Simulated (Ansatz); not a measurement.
# TiC (Fm-3m) in Ansatz: relaxation of cell and atoms with revPBE+D3(BJ)

Aim: the relaxation of cell and atoms of TiC with revPBE+D3(BJ).

All numbers are computed with Ansatz 0.2.0; they aren't measurements. Logs are shortened: lines on timing, memory, paths and dates and some standing lists are left out, and cuts for length are marked.

## Step 1: The structure

The structure is cubic, space group Fm-3m (No. 225). Conventional cell: a = 4.331 Å, b = 4.331 Å, c = 4.331 Å, α = 90.00°, β = 90.00°, γ = 90.00°. Ti (site symmetry m-3m) has 6 C at 2.17 Å as nearest neighbours. Around C (site symmetry m-3m) lie 6 Ti at 2.17 Å.

The cell is a database's computed one.

## Step 2: Relaxation of cell and atoms, revPBE+D3(BJ)

File input.yaml:

```yaml
crystal:
  lattice:
    - [0.0, 2.1657188437, 2.1657188437]
    - [2.1657188437, 0.0, 2.1657188437]
    - [2.1657188437, 2.1657188437, 0.0]
  atoms:
    - { symbol: Ti, position: [0.0, 0.0, 0.0] }
    - { symbol: C, position: [0.5, 0.5, 0.5] }
kpoints:
  mp_grid: { grid: [11, 11, 11] }
scf:
  occupations: { method: tetrahedron }
hamiltonian:
  xc: revpbe
  dispersion: d3bj
  pseudopotentials: { kind: all_electron, lapw: { basis_error: 0.001 } }
output:
  forces: true
  stress: true
relax:
  f_tol: 0.005
  max_steps: 60
  cell: {}
```

Potentials or basis: all-electron LAPW, scalar-relativistic.

On the command line:

```
$ ansatz run input.yaml --threads 1 --pin off --max-ram 3072MiB --backend cpu --events-out ev --progress --plain --runs-dir out
```

What it wrote:

```text
Warning: relax: with tetrahedron occupations the Hellmann–Feynman forces and the energy need not agree along the walk (scf.occupations.method in the input reference, under Limitations); prefer a smearing scheme for the relaxation and re-run the relaxed geometry with tetrahedron occupations for the final energies/DOS
Warning: output.forces, output.stress, relax.cell or npt_langevin: where a Kohn–Sham band that disperses or a degenerate level is filled in part under the method tetrahedron, the forces or the stress that this run publishes need not agree with its energy (scf.occupations.method in the input reference, under Limitations); prefer a smearing scheme for the forces or the stress
Warning: RAYON_NUM_THREADS=1 ignored (pool sized by the plan → 1); use --threads N
The last accepted step is kept in <dir> (removed where the run ends without a failure and the disk answers)
LAPW: plane waves up to 9.315 Å⁻¹, error target 1.0e-3 eV per atom; small_component_spin mean_spin; C in spheres of 0.911 Å, 6 of its electrons in bands, Dirac shells []; Ti in spheres of 1.190 Å, 18 of its electrons in bands, Dirac shells [] (how accurate: hamiltonian.pseudopotentials.lapw.basis_error, Limitations)
Engine: ansatz 0.2.0, aarch64-unknown-linux-gnu
Pseudopotentials: kind: all_electron
Pseudopotential: Ti, LAPW, valence charge 18, lapw/all_electron/scalar/gaussian/Ti, Koelling and Harmon's equation, gaussian nucleus
Pseudopotential: C, LAPW, valence charge 6, lapw/all_electron/scalar/gaussian/C, Koelling and Harmon's equation, gaussian nucleus
Functional definition: revPBE
  parameter kappa = 1.245
  parameter beta = 0.06672455060314922
  exchange = pbe_x(kappa = kappa, mu = beta*pi^2/3)
  correlation = pbe_c(beta = beta)
davidson cushion auto → on  (no smearing: the cushion is to keep the highest requested band from converging to the state above it; pin scf.eigensolver.cushion to override)
Crystal: 2 atoms, lattice volume = 20.316 Å³
Basis set: ecut = 330.55475407110436 eV, 283 PW (Γ), exchange–correlation at level 2
Bands: 16, of which v1, the nominal top of the filled ones, is band 12 counted from 1 (11 counted from 0)
Symmetry: 48 space group operations
Space group: Fm-3m (ITA 225), of the structure as read, at distance tolerance 2.7e-5 Å
k-points: 56 of 1331
Non-local potential: Ti, projectors of the file, none
Non-local potential: C, projectors of the file, none
Initial density: superposition of atomic densities (chi_scale 0.1, normalization cell, long waves kept (reshape's long-wave potential 0.00 eV rms))
Initial wavefunctions: plane waves of lowest kinetic energy (no species holds an atomic orbital)
Functional: x = revpbe(κ = 1.245, μ = 0.2195149727645171), c = pbe(β = 0.06672455060314922)
iter 1 solved again at ethr=2.79e-2 eV; its pass at ethr=1.00e-1 eV (dr2=6.69e0 eV) is discarded
SCF iter   1: F=—  HF=-24279.842933 eV  |F-HF|=—  |Δ(HF+E_count)|=         —  Δρ=1.62e-1  dr2=6.69e0  ethr=2.79e-2  ⟨swp⟩=2.0  Hψ=5565  notcnv=0
preconditioner: auto → none  [metal: no gap  n_scr=8 (ndim 8)  ℏωp=30.8 eV  f_vac=0.000  sad-step TF]
iter 2 solved again at ethr=2.19e-3 eV; its pass at ethr=2.79e-2 eV (dr2=5.26e-1 eV) is discarded
SCF iter   2: F=—  HF=-24277.991223 eV  |F-HF|=—  |Δ(HF+E_count)|=    1.85e0  Δρ=5.40e-2  dr2=5.26e-1  ethr=2.19e-3  ⟨swp⟩=2.0  Hψ=4758  notcnv=0
SCF iter   3: F=—  HF=-24277.554974 eV  |F-HF|=—  |Δ(HF+E_count)|=   4.36e-1  Δρ=1.80e-2  dr2=5.98e-2  ethr=2.19e-3  ⟨swp⟩=3.0  Hψ=2785  notcnv=0
SCF iter   4: F=—  HF=-24277.577482 eV  |F-HF|=—  |Δ(HF+E_count)|=         —  Δρ=9.79e-3  dr2=1.91e-2  ethr=2.49e-4  ⟨swp⟩=2.2  Hψ=2762  notcnv=0
the basis was enlarged: its passes take 118.4 KiB over the memory plan, 1 of 1 planned eigensolver slots
SCF iter   5: F=—  HF=-24277.564627 eV  |F-HF|=—  |Δ(HF+E_count)|=   1.29e-2  Δρ=9.33e-4  dr2=1.32e-4  ethr=7.97e-5  ⟨swp⟩=2.8  Hψ=2831  notcnv=0
SCF iter   6: F=—  HF=-24277.564605 eV  |F-HF|=—  |Δ(HF+E_count)|=   2.15e-5  Δρ=8.02e-5  dr2=6.98e-7  ethr=5.49e-7  ⟨swp⟩=3.0  Hψ=3164  notcnv=0
SCF iter   7: F=—  HF=-24277.564604 eV  |F-HF|=—  |Δ(HF+E_count)|=   1.45e-6  Δρ=4.83e-5  dr2=5.06e-7  ethr=2.91e-9  ⟨swp⟩=3.0  Hψ=3183  notcnv=0
SCF iter   8: F=—  HF=-24277.564601 eV  |F-HF|=—  |Δ(HF+E_count)|=   2.24e-6  Δρ=1.69e-5  dr2=6.72e-8  ethr=2.11e-9  ⟨swp⟩=2.5  Hψ=2776  notcnv=0
SCF iter   9: F=-24277.564600 eV  HF=-24277.564600 eV  |F-HF|=9.09e-11  |Δ(HF+E_count)|=   9.46e-7  Δρ=4.34e-7  dr2=3.12e-11  ethr=2.80e-10  ⟨swp⟩=2.8  Hψ=2807  notcnv=0
SCF 1 converged in 9 iterations: F = -24277.564600 eV  dr2 = 3.12e-11
relax step   1: F+E_penalty+E_count = -24277.56460046 eV  Δ(F+E_penalty+E_count) = +0.000e0 eV  max|allowed force component| = 9.820e-31 eV/Å  Δτ_max = 0.0000 Å  P = -10.628 GPa  Ω = 20.316 Å³  (9 SCF iters, accepted)
Crystal: 2 atoms, lattice volume = 19.569 Å³
Basis set: ecut = 338.91379075171005 eV, 283 PW (Γ), exchange–correlation at level 2
Initial density: handed on by an earlier stage of this run
Initial wavefunctions: those handed on with the density
iter 1 solved again at ethr=1.24e-6 eV; its pass at ethr=1.00e-1 eV (dr2=2.97e-4 eV) is discarded
SCF iter   1: F=—  HF=-24277.593535 eV  |F-HF|=—  |Δ(HF+E_count)|=         —  Δρ=1.42e-3  dr2=3.61e-4  ethr=1.24e-6  ⟨swp⟩=3.6  Hψ=5018  notcnv=0
preconditioner: auto → none  [metal: no gap  n_scr=8 (ndim 8)  ℏωp=23.7 eV  f_vac=0.000]
SCF iter   2: F=—  HF=-24277.593227 eV  |F-HF|=—  |Δ(HF+E_count)|=   3.08e-4  Δρ=4.36e-4  dr2=3.92e-5  ethr=1.24e-6  ⟨swp⟩=3.0  Hψ=3117  notcnv=0
SCF iter   3: F=—  HF=-24277.593277 eV  |F-HF|=—  |Δ(HF+E_count)|=   4.96e-5  Δρ=6.12e-4  dr2=8.46e-5  ethr=1.63e-7  ⟨swp⟩=3.0  Hψ=3171  notcnv=0
iter 4 solved again at ethr=2.63e-9 eV; its pass at ethr=1.63e-7 eV (dr2=6.32e-7 eV) is discarded
SCF iter   4: F=—  HF=-24277.593225 eV  |F-HF|=—  |Δ(HF+E_count)|=   5.16e-5  Δρ=8.16e-5  dr2=6.31e-7  ethr=2.63e-9  ⟨swp⟩=2.0  Hψ=5035  notcnv=0
SCF iter   5: F=-24277.593227 eV  HF=-24277.593227 eV  |F-HF|=3.64e-12  |Δ(HF+E_count)|=   2.05e-6  Δρ=2.47e-6  dr2=9.20e-10  ethr=2.63e-9  ⟨swp⟩=2.0  Hψ=2744  notcnv=0
SCF 2 converged in 5 iterations: F = -24277.593227 eV  dr2 = 9.20e-10
relax step   2: F+E_penalty+E_count = -24277.59322713 eV  Δ(F+E_penalty+E_count) = -2.863e-2 eV  max|allowed force component| = 8.423e-31 eV/Å  Δτ_max = 0.0000 Å  P = -1.456 GPa  Ω = 19.569 Å³  (5 SCF iters, accepted)
Crystal: 2 atoms, lattice volume = 19.455 Å³
Basis set: ecut = 340.2306674702136 eV, 283 PW (Γ), exchange–correlation at level 2
iter 1 solved again at ethr=1.40e-8 eV; its pass at ethr=1.00e-1 eV (dr2=3.36e-6 eV) is discarded
SCF iter   1: F=—  HF=-24277.593679 eV  |F-HF|=—  |Δ(HF+E_count)|=         —  Δρ=2.20e-4  dr2=8.31e-6  ethr=1.40e-8  ⟨swp⟩=5.0  Hψ=5147  notcnv=0
preconditioner: auto → none  [metal: no gap  n_scr=8 (ndim 8)  ℏωp=23.8 eV  f_vac=0.000]
SCF iter   2: F=—  HF=-24277.593670 eV  |F-HF|=—  |Δ(HF+E_count)|=   8.96e-6  Δρ=5.68e-5  dr2=5.77e-7  ethr=1.40e-8  ⟨swp⟩=3.0  Hψ=3154  notcnv=0
SCF iter   3: F=—  HF=-24277.593676 eV  |F-HF|=—  |Δ(HF+E_count)|=   6.70e-6  Δρ=9.10e-5  dr2=1.85e-6  ethr=2.40e-9  ⟨swp⟩=3.0  Hψ=3182  notcnv=0
iter 4 solved again at ethr=7.06e-11 eV; its pass at ethr=2.40e-9 eV (dr2=1.69e-8 eV) is discarded
SCF iter   4: F=-24277.593672 eV  HF=-24277.593672 eV  |F-HF|=1.66e-8  |Δ(HF+E_count)|=   4.05e-6  Δρ=1.34e-5  dr2=1.69e-8  ethr=7.06e-11  ⟨swp⟩=2.0  Hψ=5093  notcnv=0
SCF 3 converged in 4 iterations: F = -24277.593672 eV  dr2 = 1.69e-8
relax step   3: F+E_penalty+E_count = -24277.59367223 eV  Δ(F+E_penalty+E_count) = -4.451e-4 eV  max|allowed force component| = 1.035e-30 eV/Å  Δτ_max = 0.0000 Å  P = +0.100 GPa  Ω = 19.455 Å³  (4 SCF iters, accepted)
Crystal: 2 atoms, lattice volume = 19.463 Å³
Basis set: ecut = 340.1462261381929 eV, 283 PW (Γ), exchange–correlation at level 2
iter 1 solved again at ethr=1.28e-10 eV; its pass at ethr=1.00e-1 eV (dr2=3.06e-8 eV) is discarded
SCF iter   1: F=—  HF=-24277.593676 eV  |F-HF|=—  |Δ(HF+E_count)|=         —  Δρ=1.86e-5  dr2=6.52e-8  ethr=1.28e-10  ⟨swp⟩=4.9  Hψ=5090  notcnv=0
SCF iter   2: F=-24277.593677 eV  HF=-24277.593677 eV  |F-HF|=1.02e-8  |Δ(HF+E_count)|=   1.09e-6  Δρ=7.12e-6  dr2=8.01e-9  ethr=1.28e-10  ⟨swp⟩=3.0  Hψ=3221  notcnv=0
SCF 4 converged in 2 iterations: F = -24277.593677 eV  dr2 = 8.01e-9
relax step   4: F+E_penalty+E_count = -24277.59367719 eV  Δ(F+E_penalty+E_count) = -4.956e-6 eV  max|allowed force component| = 6.903e-31 eV/Å  Δτ_max = 0.0000 Å  P = -0.002 GPa  Ω = 19.463 Å³  (2 SCF iters, accepted)
iter 1 solved again at ethr=2.87e-11 eV; its pass at ethr=1.00e-1 eV (dr2=6.88e-9 eV) is discarded
SCF iter   1: F=—  HF=-24277.593679 eV  |F-HF|=—  |Δ(HF+E_count)|=         —  Δρ=6.70e-6  dr2=6.76e-9  ethr=2.87e-11  ⟨swp⟩=3.0  Hψ=4748  notcnv=0
SCF iter   2: F=-24277.593679 eV  HF=-24277.593679 eV  |F-HF|=1.09e-8  |Δ(HF+E_count)|=   4.19e-7  Δρ=6.45e-6  dr2=9.27e-9  ethr=2.82e-11  ⟨swp⟩=3.1  Hψ=3421  notcnv=0  defer=2
SCF 5 converged in 2 iterations: F = -24277.593679 eV  dr2 = 9.27e-9
relax step   5: F+E_penalty+E_count = -24277.59367904 eV  Δ(F+E_penalty+E_count) = -1.855e-6 eV  max|allowed force component| = 7.889e-31 eV/Å  Δτ_max = 0.0000 Å  P = -0.000 GPa  Ω = 19.463 Å³  stress off target by 1.59e-4 GPa  SCF on the basis re-selected at this cell (its energy is not comparable with the rows above)  (2 SCF iters)
basis re-selected at this cell: Δ(F+E_penalty+E_count) = -1.855e-6 eV, ΔP = +0.002 GPa vs the last step (what re-selecting the basis moved, after the strain that the cell walked since its last selection, with what the two solves' SCF thresholds leave and, on support functions, any second-order correction that the steps lacked; it is no measure of the basis error at this ecutwfc). This SCF's stress stands 1.59e-4 GPa from its target on what of the cell is left free (relax.cell.stress_tol is 5.00e-2 GPa) and its largest allowed force component is 7.89e-31 eV/Å (relax.f_tol is 5.00e-3 eV/Å): within both
SCF converged after 2 iterations
Stability not checked: this state was not tested for a lower state beside it, because cold or Methfessel-Paxton smearing, or corrected tetrahedra, fill the levels in a way that the test cannot read (fill_not_monotonic; see scf.lower_state_search)
Free energy (F): -24277.593679 eV
Harris-Foulkes:  -24277.593679 eV  (|F-HF|=1.09e-8)
Internal energy: -24277.593489 eV  (E = F + TS)
E sigma→0 (E₀):  -24277.593679 eV
Entropy (-TS):   -0.000190 eV (-0.095 meV/atom)
Fermi energy:    16.036258 eV
--- Per-component energies (eV) ---
  E_band       = -3120.255749
  E_kinetic    = 24501.886270
  E_xc         = -1300.961823
  E_electrostatic = -47476.734377  (all electrons and nuclei)
  E_disp       = -1.783558  (pairwise vdW)
  E_smearing   = -0.000190  (= −TS)
  E_closure    = 0.000000  (closes the sum)
  E_atoms      = -24259.005158  (free atoms, spherical and without spin; not in F)
  Σ components = -24277.593679   (vs F -24277.593679, Δ=0.00e0)
  Basis errors (estimates in eV, not in F): energy 3.3e-4 per atom: plane waves 2.8e-4 (1.6e-4 summed), levels above the bands 0.0e0, relativity 2.5e-8, radial functions 4.2e-5, core shells 7.5e-7; eigenvalues (radial functions only) 1.7e-6; not estimated: angular momenta, meshes, grids; target (lapw.basis_error) 1.0e-3; muffin-tin radii C 0.898 Å, Ti 1.173 Å
--- Forces (eV/Å), atoms counted from 1 ---
  atom   1  Ti    -0.00000000     0.00000000    -0.00000000
  atom   2  C      0.00000000    -0.00000000     0.00000000
  max |Σ_I F_I| component: 1.05e-30 eV/Å
--- Stress (GPa, compression-positive) ---
       -0.000159      -0.000000      -0.000000
       -0.000000      -0.000159      -0.000000
       -0.000000      -0.000000      -0.000159
  P = ⅓ Tr σ = -0.0002 GPa (-0.002 kbar)
--- Band table (eV; the first three rows and the last of 56) ---
  k-point 0: bands = ["-421.9629", "-421.9629", "-421.9629", "-248.8771", "-40.5400", "-16.5038", "-16.5038", "-16.5038", "3.3433", "16.7126", "16.7126", "16.7126", "17.7195", "17.7195", "17.7195", "17.7981"]
  k-point 1: bands = ["-421.9629", "-421.9629", "-421.9629", "-248.8771", "-40.5331", "-16.5519", "-16.5082", "-16.5082", "3.5398", "15.8549", "16.1413", "16.1413", "17.0566", "17.0566", "18.1546", "19.3217"]
  k-point 2: bands = ["-421.9629", "-421.9629", "-421.9629", "-248.8771", "-40.5144", "-16.6790", "-16.5199", "-16.5199", "4.1021", "14.3669", "14.9515", "14.9515", "17.4251", "17.4251", "18.6306", "20.9547"]
  k-point 55: bands = ["-421.9629", "-421.9629", "-421.9629", "-248.8771", "-40.4236", "-16.8734", "-16.8480", "-16.6926", "6.3067", "12.5267", "12.6933", "13.4126", "18.6401", "19.0879", "19.8300", "21.5617"]
--- Relaxed structure (4 steps of the walk, 4 accepted, 1 SCFs on fresh bases) ---
  F+E_penalty+E_count = -24277.59367904 eV   max|allowed force component| = 7.889e-31 eV/Å   (the final SCF, on the basis selected at the relaxed cell)
  cell:  # Å, volume = 19.4627 Å³
    - [-1.477657889539721e-33, 2.1349659386150273, 2.1349659386150273]
    - [2.1349659386150273, 8.6621324559225e-34, 2.1349659386150273]
    - [2.1349659386150273, 2.1349659386150273, 2.0381488131582354e-34]
  atoms:
    - { symbol: Ti, position: [9.414813691299759e-49, 9.263330885442671e-36, 1.667399559379753e-35] }
    - { symbol: C, position: [0.5, 0.5, 0.5] }
```

Wall time 25 s (1 thread of Arm Neoverse V1, shared host); peak memory 0.3 GiB.

Results:

```
Free energy                            : -24277.5937 eV
Relaxed volume                         : 9.73 Å³/atom
Relaxed cell                           : a = 3.019 Å, b = 3.019 Å, c = 3.019 Å, α = 60.00°, β = 60.00°, γ = 60.00°
Space group after relaxing (to 0.05 Å) : Fm-3m (No. 225)
Energy gained by relaxing              : 14.5 meV/atom
Ionic steps                            : 5
Pressure after relaxing                : 0.0 GPa
Band gap on the k mesh                 : none (metal or under the smearing width)
```

The path:
```
step  energy change (eV)  largest force (eV/Å)  volume (Å³)
   1              0.0000                0.0000        20.32
   2             -0.0286                0.0000        19.57
   3             -0.0291                0.0000        19.46
   4             -0.0291                0.0000        19.46
   5             -0.0291                0.0000        19.46
```

Final structure:
```yaml
crystal:
  lattice:
    - [0.00000, 2.13497, 2.13497]
    - [2.13497, 0.00000, 2.13497]
    - [2.13497, 2.13497, 0.00000]
  atoms:
    - { symbol: Ti, position: [0.00000, 0.00000, 0.00000] }
    - { symbol: C, position: [0.50000, 0.50000, 0.50000] }
```

Levels at points of the mesh, in eV from the Fermi level:
```tsv
k point	band 9	band 10	band 11	band 12	band 13	band 14	band 15	band 16
(0.00, 0.00, 0.00)	-12.69	0.68	0.68	0.68	1.68	1.68	1.68	1.76
```

Caveat: pairwise dispersion overbinds metals, which lowers pressure and volume; with tetrahedron occupations forces and stress needn't match the slope of the energy.
